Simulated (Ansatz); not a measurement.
## CdO (Monteponite) under changes of volume

One of the cells (12.970 Å³/atom); the others are scaled copies at fixed shape and fractional positions:

```
Cd O
1.0
     0.00000    2.34950    2.34950
     2.34950    0.00000    2.34950
     2.34950    2.34950    0.00000
Cd O
1 1
Direct
  0.00000 0.00000 0.00000
  0.50000 0.50000 0.50000
```

| Property | Result |
| --- | --- |
| Program | Ansatz 0.2.0 |
| Functional | BLYP |
| Potentials or basis | Ansatz PAW |
| Cutoff | 420 eV (not typed: the program's choice for these potentials) |
| k mesh | 10 × 10 × 10 |
| Occupations | fermi-dirac, width 0.05 eV |
| Spin | no spin polarisation |

```tsv
volume (Å³/atom)	energy over the lowest point (meV/atom)	pressure (GPa)
12.191	119.58	23.7
12.451	?	?
12.710	56.98	15.3
12.970	35.09	11.8
13.229	18.70	8.6
13.488	7.11	5.7
13.748	0.00	3.2
```

Task: What does the run at 12.451 Å³/atom give?

Result: Energy over the lowest point 84.92 meV/atom; pressure 19.3 GPa.

Worked out: A Birch-Murnaghan fit of order 3 (a polynomial in V^(-2/3)) to the other rows has its minimum at 14.10 Å³/atom, just outside them, with B0 = V·E''(V) = 115 GPa and B' = 4.6. It gives 84.86 meV/atom at 12.451 Å³/atom, against the run's 84.92, and -dE/dV = 19.2 GPa, against 19.3.

Energies are extrapolated to zero smearing.

Caveats: the PAW data sets come from PBE, with cores solved anew for the run's functional, which leaves a small shift of forces and pressure.
